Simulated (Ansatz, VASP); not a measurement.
## One calculation of Al, two programs

```
Al
1.0
    -1.69895    1.56431    1.60080
     1.63095   -1.58291    1.55140
     1.66037    1.54432   -1.61940
Al
1
Direct
  0.99931 0.01239 0.00585
```

Change from the starting cell: cell strained at random at fixed volume.

Alike in both runs: task single point; functional PBE; k mesh 12 × 12 × 12; occupations fermi-dirac, width 0.05 eV; no spin polarisation.

|  | VASP | Ansatz |
| --- | --- | --- |
| version | VASP 6.6.1 | Ansatz 0.2.0 |
| potentials or method | VASP PAW PBE potentials, release 64 (Al), cutoff 520 eV | all-electron LAPW, scalar-relativistic |

```tsv
	VASP	Ansatz	Ansatz less VASP
gap on the k mesh at the Fermi level (eV)	none	none	-
pressure (GPa)	3.9	3.9	+0.02
largest component of the traceless stress (GPa)	1.40	1.40	+0.003
```

A gap of «none» marks a metal or a gap that the smearing closes. Ansatz ran all-electron here, so the differences hold the error of VASP's frozen core and of both bases.
